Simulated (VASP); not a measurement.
# Ti (P6_3/mmc) in VASP: a series of runs

One crystal, Ti, is run at these levels: PBE, PBE+D3(BJ), PBEsol; tasks: single point, relaxation of cell and atoms.

All numbers are computed with VASP 6.6.1; they aren't measurements. Logs are shortened: lines on timing, memory, paths and dates and some standing lists are left out, and cuts for length are marked.

## (1) Starting point

The structure is hexagonal, space group P6_3/mmc (No. 194). Conventional cell: a = 2.950 Å, b = 2.950 Å, c = 4.680 Å, α = 90.00°, β = 90.00°, γ = 120.00°. Ti (site symmetry -6m2) has 12 Ti at 2.89 to 2.95 Å as nearest neighbours.

## (2) Single point, PBE (grid = ENCUT=460 dk=0.35 cell=2x2x1 ISMEAR=1 SIGMA=0.1 LREAL=Auto EDIFF=1e-06)

The input, INCAR:

```
SYSTEM = Ti
PREC = Accurate
ENCUT = 460
EDIFF = 1E-6
ISMEAR = 1
SIGMA = 0.1
LREAL = Auto
LASPH = .True.
NELM = 120
ALGO = Fast
ISIF = 2
LWAVE = .False.
LCHARG = .False.
GGA = PE
NBANDS = 56
```

The input, KPOINTS:

```
regular mesh
0
Gamma
  4 4 4
  0 0 0
```

The input, POSCAR:

```
Ti
1.0
    5.9000000000      0.0000000000      0.0000000000
   -2.9500000000      5.1095498824      0.0000000000
    0.0000000000      0.0000000000      4.6800000000
Ti
8
Direct
    0.3333333334      0.1666666666      0.7500000000
    0.3333333334      0.6666666666      0.7500000000
    0.8333333333      0.1666666666      0.7500000000
    0.8333333333      0.6666666666      0.7500000000
    0.1666666666      0.3333333334      0.2500000000
    0.1666666666      0.8333333333      0.2500000000
    0.6666666666      0.3333333334      0.2500000000
    0.6666666666      0.8333333333      0.2500000000
```

Potentials or basis: VASP PAW PBE potentials, release 64 (Ti_sv).

The run is started by

```bash
> cat potpaw_PBE.64/Ti_sv/POTCAR > POTCAR
> mpirun -np 1 vasp_std > vasp.out
```

OUTCAR:

```text
SYSTEM = Ti
   PREC = Accurate
   ENCUT = 460
   EDIFF = 1E-6
   ISMEAR = 1
   LREAL = Auto
   LASPH = .True.
   NELM = 120
   ISIF = 2
   GGA = PE

 Found     12 irreducible k-points:

 Following reciprocal coordinates:
            Coordinates               Weight
  0.000000  0.000000  0.000000      1.000000
  0.250000  0.000000  0.000000      6.000000
  0.500000  0.000000  0.000000      3.000000
  0.250000  0.250000  0.000000      6.000000
  0.000000  0.000000  0.250000      2.000000
  0.250000  0.000000  0.250000     12.000000
   k-points           NKPTS =     12   k-points in BZ     NKDIM =     12   number of bands    NBANDS=     56
   number of dos      NEDOS =    301   number of ions     NIONS =      8
   total plane-waves  NPLWV =  63504
   dimension x,y,z NGX =    42 NGY =   42 NGZ =   36
   dimension x,y,z NGXF=    84 NGYF=   84 NGZF=   72
   ions per type =               8
   NGX,Y,Z   is equivalent  to a cutoff of  11.83, 11.83, 12.79 a.u.
   NGXF,Y,Z  is equivalent  to a cutoff of  23.67, 23.67, 25.58 a.u.
 SYSTEM =  Ti
   PREC   = accura    normal or accurate (medium, high low for compatibility)
   ISTART =      0    job   : 0-new  1-cont  2-samecut
   ICHARG =      2    charge: 1-file 2-atom 10-const
   ISPIN  =      1    spin polarized calculation?
   LNONCOLLINEAR =      F non collinear calculations
   LSORBIT =      F    spin-orbit coupling
   LASPH  =      T    aspherical Exc in radial PAW
   ENCUT  =  460.0 eV  33.81 Ry    5.81 a.u.  10.32 10.32  8.18*2*pi/ulx,y,z
   NELM   =    120;   NELMIN=  2; NELMDL= -5     # of ELM steps
   EDIFF  = 0.1E-05   stopping-criterion for ELM
   LREAL  =      T    real-space projection
   EDIFFG = 0.1E-04   stopping-criterion for IOM
   NSW    =      0    number of steps for IOM
   IBRION =     -1    ionic relax: 0-MD 1-quasi-New 2-CG
   NFREE  =      0    steps in history (QN), initial steepest desc. (CG)
   ISIF   =      2    stress and relaxation
   ISYM   =      2    0-nonsym 1-usesym 2-fastsym
   POTIM  = 0.5000    time-step for ionic-motion
   TEBEG  =    0.0;   TEEND  =   0.0 temperature during run
   PSTRESS=    0.0 pullay stress
   NELECT =      96.0000    total number of electrons
   NUPDOWN=      -1.0000    fix difference up-down
   EMIN   =  10.00;   EMAX   =-10.00  energy-range for DOS
   EFERMI =   0.00;   METHOD = LEGACY
   ISMEAR =     1;   SIGMA  =   0.10  broadening in eV -4-tet -1-fermi 0-gaus
   EFERMI_NEDOS =   21; number of points for ismear=-14 and -15
   IALGO  =     68    algorithm
   IMIX   =      4    mixing-type and parameters
     AMIX     =   0.40;   BMIX     =  1.00
     AMIX_MAG =   1.60;   BMIX_MAG =  1.00
  volume/ion in A,a.u.               =      17.64       119.01
  Fermi-wavevector in a.u.,A,eV,Ry     =   1.439920  2.721055 28.209912  2.073370
  Thomas-Fermi vector in A             =   2.558722
   LORBIT       =      0    0 simple, 1 ext, 2 COOP (PROOUT), +10 PAW based schemes
   GGA     = PE    functional components
   LHFCALC =     F    Hartree Fock is set to
   AEXX    =    0.0000 exact exchange contribution
   IVDW    =     0    specifies the selected vdW correction
   LEPSILON=     F    determine dielectric tensor
   LRPA    =     F    only Hartree local field effects (RPA)
 non-spin polarized calculation
 RMM-DIIS sequential band-by-band and
 Methfessel and Paxton  Order N= 1 SIGMA  =   0.10
  energy-cutoff  :      460.00
  volume of cell :      141.08
 maximum number of plane-waves:      3190
 NGX is ok and might be reduce to    42

 number of electron      96.0000036 magnetization

 Free energy of the ion-electron system (eV)
  ---------------------------------------------------
  ext. energy  EPLUGINS =         0.00000000
  ---------------------------------------------------
  free energy    TOTEN  =       -62.72781266 eV

  energy without entropy =      -62.73257150  energy(sigma->0) =      -62.72939894

 E-fermi :   8.2141     XC(G=0): -11.4253

 val. band max:        8.2100948552   @ k =   0.2500   0.2500   0.2500
 cond. band min:       8.2247523180   @ k =   0.2500   0.0000   0.0000
 fundamental gap:      0.0146574628
 Fermi energy:         8.2140838002

 k-point     1 :       0.0000    0.0000    0.0000
  band No.  band energies     occupation
      1     -48.7056      2.00000
      2     -48.5953      2.00000
      3     -48.5953      2.00000
      4     -48.5953      2.00000
      5     -48.5778      2.00000
      6     -48.5537      2.00000
[... 48 lines left out ...]
     55       8.9458     -0.00000
     56       9.1914     -0.00000

 k-point     2 :       0.2500    0.0000    0.0000
  band No.  band energies     occupation
      1     -48.6914      2.00000
      2     -48.6156      2.00000
      3     -48.5955      2.00000
      4     -48.5955      2.00000
      5     -48.5723      2.00000
      6     -48.5536      2.00000
[... 48 lines left out ...]
     55       9.1020     -0.00000
     56       9.2217     -0.00000

 k-point     3 :       0.5000    0.0000    0.0000
  band No.  band energies     occupation
      1     -48.6558      2.00000
      2     -48.6558      2.00000
      3     -48.5958      2.00000
      4     -48.5958      2.00000
      5     -48.5609      2.00000
      6     -48.5609      2.00000
[... 48 lines left out ...]
     55       9.1835     -0.00000
     56       9.2251     -0.00000

 k-point     4 :       0.2500    0.2500    0.0000
  band No.  band energies     occupation
      1     -48.6665      2.00000
      2     -48.6282      2.00000
      3     -48.6282      2.00000
      4     -48.5762      2.00000
      5     -48.5640      2.00000
      6     -48.5589      2.00000
[... 48 lines left out ...]
     55       9.0278     -0.00000
     56       9.0773     -0.00000

 k-point     5 :       0.0000    0.0000    0.2500
  band No.  band energies     occupation
      1     -48.6872      2.00000
      2     -48.5969      2.00000
      3     -48.5893      2.00000
      4     -48.5893      2.00000
      5     -48.5893      2.00000
      6     -48.5599      2.00000
[... 48 lines left out ...]
     55       9.4962     -0.00000
     56       9.5107     -0.00000

 k-point     6 :       0.2500    0.0000    0.2500
  band No.  band energies     occupation
      1     -48.6741      2.00000
      2     -48.6065      2.00000
      3     -48.5901      2.00000
      4     -48.5894      2.00000
      5     -48.5894      2.00000
      6     -48.5624      2.00000
[... 48 lines left out ...]
     55       9.0383     -0.00000
     56       9.2029     -0.00000

 [... further k-points ...]

------------------------ aborting loop because EDIFF is reached ----------------------------------------

  FORCE on cell =-STRESS in cart. coord.  units (eV):
  Direction    XX          YY          ZZ          XY          YZ          ZX
  --------------------------------------------------------------------------------------
  -------------------------------------------------------------------------------------
  Total       -1.8097222     -1.8097222     -2.4537823      0.0000000      0.0000000      0.0000000
  in kB      -20.5514267    -20.5514267    -27.8654523      0.0000000      0.0000000      0.0000000
  external PRESSURE =     -22.9894352 kB  Pullay stress =       0.0000000 kB

 VOLUME and BASIS-vectors are now :
 -----------------------------------------------------------------------------
  energy-cutoff  :      460.00
  volume of cell :      141.08
      direct lattice vectors                 reciprocal lattice vectors
     5.900000000  0.000000000  0.000000000     0.169491525  0.097855978  0.000000000
    -2.950000000  5.109549882  0.000000000     0.000000000  0.195711956  0.000000000
     0.000000000  0.000000000  4.680000000     0.000000000  0.000000000  0.213675214

 POSITION                                       TOTAL-FORCE (eV/Angst)
 -----------------------------------------------------------------------------------
      1.47500      0.85159      3.51000         0.000000     -0.000000     -0.000000
      0.00000      3.40637      3.51000         0.000000      0.000000     -0.000000
      4.42500      0.85159      3.51000         0.000000     -0.000000     -0.000000
      2.95000      3.40637      3.51000         0.000000      0.000000     -0.000000
     -0.00000      1.70318      1.17000        -0.000000     -0.000000      0.000000
     -1.47500      4.25796      1.17000        -0.000000      0.000000      0.000000
      2.95000      1.70318      1.17000         0.000000     -0.000000      0.000000
      1.47500      4.25796      1.17000        -0.000000      0.000000      0.000000
 -----------------------------------------------------------------------------------
    total drift:                                0.000000      0.000002     -0.000000

  FREE ENERGIE OF THE ION-ELECTRON SYSTEM (eV)
  ---------------------------------------------------
  free  energy   TOTEN  =       -62.7278126576 eV

  energy  without entropy=      -62.7325715010  energy(sigma->0) =      -62.72939894
```

Wall time 6.8 min (1 thread of AMD EPYC 9R45 (Zen 5), shared host); peak memory 0.22 GiB.

These settings aren't checked as converged: the numbers below hold their error.

Results:

```
Free energy            : -62.7278 eV
Pressure               : -2.3 GPa
Band gap on the k mesh : none (metal or under the smearing width)
```

## (3) Single point, PBE (grid = ENCUT=400 dk=0.27 cell=2x2x1 ISMEAR=1 SIGMA=0.1 LREAL=Auto EDIFF=1e-06)

INCAR: that of step 2 with these lines changed.

```diff
@@ -2,3 +2,3 @@
 PREC = Accurate
-ENCUT = 460
+ENCUT = 400
 EDIFF = 1E-6
```

The input, KPOINTS:

```
regular mesh
0
Gamma
  5 5 5
  0 0 0
```

POSCAR is that of step 2.

Potentials or basis: VASP PAW PBE potentials, release 64 (Ti_sv).

The run is started by

```bash
> cat potpaw_PBE.64/Ti_sv/POTCAR > POTCAR
> mpirun -np 1 vasp_std > vasp.out
```

Run time: 5.9 min. Hardware: 1 thread of AMD EPYC 9R45 (Zen 5), shared host; peak memory 0.21 GiB.

These settings aren't checked as converged: the numbers below hold their error.

Results:

```yaml
Free_energy: -62.6101 eV
Pressure: -2.6 GPa
Band_gap_on_the_k_mesh: none (metal or under the smearing width)
```

## (4) Single point, PBE (grid = ENCUT=650 dk=0.35 cell=2x2x1 ISMEAR=1 SIGMA=0.1 LREAL=Auto EDIFF=1e-06)

INCAR: that of step 3 with these lines changed.

```diff
@@ -2,3 +2,3 @@
 PREC = Accurate
-ENCUT = 400
+ENCUT = 650
 EDIFF = 1E-6
```

The input, KPOINTS:

```
regular mesh
0
Gamma
  4 4 4
  0 0 0
```

POSCAR is that of step 3.

The run is started by

```bash
> cat potpaw_PBE.64/Ti_sv/POTCAR > POTCAR
> mpirun -np 1 vasp_std > vasp.out
```

Run time: 12 min. Hardware: 1 thread of AMD EPYC 9R45 (Zen 5), shared host; peak memory 0.32 GiB.

The run converged, but some of its settings lie outside the range that counts as converged, so its numbers aren't taken as properties of the crystal.

What came out:

| Property | Result |
| --- | --- |
| Free energy | -62.7503 eV |
| Pressure | -2.2 GPa |
| Band gap on the k mesh | none (metal or under the smearing width) |

## (5) Relaxation of cell and atoms, PBE+D3(BJ)

This run uses another cell than the first one: it holds 2 atoms, not 8.

The input, INCAR:

```
SYSTEM = Ti
PREC = Accurate ; ENCUT = 600
EDIFF = 1E-6 ; ISMEAR = -1
SIGMA = 0.05 ; LREAL = .FALSE.
LASPH = .TRUE. ; NELM = 100
ALGO = Normal ; ISIF = 3
LWAVE = .FALSE. ; LCHARG = .FALSE.
GGA = PE ; IVDW = 12
IBRION = 2 ; NSW = 40
EDIFFG = -0.01
```

The input, KPOINTS:

```
regular mesh
0
G
  8 8 6
  0 0 0
```

The input, POSCAR:

```
Ti
1.0
    2.9500000000      0.0000000000      0.0000000000
   -1.4750000000      2.5547749412      0.0000000000
    0.0000000000      0.0000000000      4.6800000000
Ti
2
Direct
    0.6666666667      0.3333333333      0.7500000000
    0.3333333333      0.6666666667      0.2500000000
```

The run is started by

```bash
> cat potpaw_PBE.64/Ti_sv/POTCAR > POTCAR
> mpirun -np 1 vasp_std > vasp.out
```

It took 50 s on 1 thread of Intel Xeon Platinum 8488C (Sapphire Rapids), shared host; peak memory 0.18 GiB.

Results (log left out):

| Item | Value |
| --- | --- |
| Free energy | -16.9225 eV |
| Relaxed volume | 16.47 Å³/atom |
| Relaxed cell | a = 2.884 Å, b = 2.884 Å, c = 4.570 Å, α = 90.00°, β = 90.00°, γ = 120.00° |
| Space group after relaxing (to 0.05 Å) | P6_3/mmc (No. 194) |
| Energy gained by relaxing | 28.7 meV/atom |
| Ionic steps | 3 |
| Pressure after relaxing | 0.0 GPa |
| Band gap on the k mesh | none (metal or under the smearing width) |
| Dispersion energy per atom | -0.636 eV |

Stress tensor (GPa, compression positive):
```
-0.02  0.00  0.00
 0.00 -0.02  0.00
 0.00  0.00 -0.10
```

The path:
```
step  energy change (eV)  largest force (eV/Å)  pressure (GPa)  volume (Å³)
   1              0.0000                0.0000           -7.38        35.27
   2             -0.0241                0.0000            6.72        31.29
   3             -0.0573                0.0000           -0.04        32.93
```

Final structure:
```xyz
2
Lattice="2.8845 0.0000 0.0000 -1.4422 2.4980 0.0000 0.0000 0.0000 4.5702" Properties=species:S:1:pos:R:3 pbc="T T T"
Ti    1.4422    0.8327    3.4277
Ti    0.0000    1.6653    1.1426
```

Levels at points of the mesh, in eV from the Fermi level:
```csv
k point,band 10,band 11,band 12,band 13,band 14,band 15
"(0.00, 0.00, 0.00)",-2.84,0.79,0.79,0.90,0.91,1.32
"(0.50, 0.00, 0.00)",-2.33,-2.00,-0.59,0.47,0.66,1.24
"(0.00, 0.00, 0.50)",-4.42,0.06,0.06,0.69,0.69,0.69
"(0.50, 0.00, 0.50)",-2.70,-0.90,-0.90,1.46,1.46,1.81
```

Caveat: pairwise dispersion overbinds metals, which lowers pressure and volume.

[end of part 1 of 2]
